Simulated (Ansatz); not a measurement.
PbO-type GdN

Computed with Ansatz (plane waves, PAW, 420 eV cutoff): PBE+U (U_eff = 6 eV on Gd 4f), scalar-relativistic, collinear spin, 8×8×8 k-mesh, Gaussian smearing of 0.05 eV. The datasets are Ansatz's generated set soft_2.

```cif
data_structure
_symmetry_space_group_name_H-M 'P 1'
_symmetry_Int_Tables_number 1
_cell_length_a 4.3248
_cell_length_b 4.3248
_cell_length_c 3.5938
_cell_angle_alpha 90.000
_cell_angle_beta 90.000
_cell_angle_gamma 90.000
_cell_volume 67.22
loop_
_atom_site_label
_atom_site_type_symbol
_atom_site_fract_x
_atom_site_fract_y
_atom_site_fract_z
_atom_site_occupancy
Gd1 Gd 0.50000 0.00000 0.24396 1
Gd2 Gd 0.00000 0.50000 0.75604 1
N1 N 0.00000 0.00000 0.00000 1
N2 N 0.50000 0.50000 0.00000 1
```

This is a trial structure; measured cells of the compound in the Crystallography Open Database are in space group Fm-3m (rock salt).

Magnetic state: ferromagnetic, site spin moments Gd 6.87; N -0.10 μB.

The cell above was scaled in volume, and shape and atoms were relaxed at each volume within its symmetry. Energies are counted from the cell above.

Cell and atoms are those of this level's equilibrium.

| V (Å³/atom) | ΔE (meV/atom) | P (GPa) | gap on the mesh (eV) | largest moment (μB) |
| --- | --- | --- | --- | --- |
| 15.88 | 7.7 | 3.0 | 0.64 | 6.87 |
| 16.13 | 3.8 | 2.0 | 0.53 | 6.87 |
| 16.47 | 0.8 | 1.0 | 0.39 | 6.87 |
| 16.80 | 0.0 | -0.1 | 0.25 | 6.87 |
| 17.14 | 1.0 | -0.9 | 0.12 | 6.88 |
| 17.48 | 3.5 | -1.5 | metal | 6.88 |
| 17.98 | 9.6 | -2.3 | metal | 6.88 |
| 18.48 | 18.0 | -2.9 | metal | 6.88 |

(1) What do the points give for the equilibrium volume, the bulk modulus and its pressure derivative (third-order Birch–Murnaghan)?

Answer:

(1) V0 = 16.78 Å³/atom, B0 = 44 GPa, B0′ = 7.5.

B0·V0 = 43.8 GPa × 16.78 Å³ = 4.59 eV/atom sets the scale: near the minimum ΔE ≈ ½ B0 V0 x², with x = V/V0 − 1, and a pressure of 0.4 GPa squeezes the volume by about 1 %. At the ends of the curve: x = −5.4 % predicts 6.6 meV/atom and the run gives 7.7; x = +10.2 % predicts 23.7 meV/atom and the run gives 18.0. The curve is steeper than the parabola on the compressed side and flatter on the expanded side: the bulk modulus rises with pressure.

For elements this heavy, spin–orbit coupling would shift levels and gaps; it isn't included here. The run wasn't fully tested for a lower electronic state. Site moments are of spin, integrated over atomic spheres. The moments were started parallel, and the real magnetic order may be another.
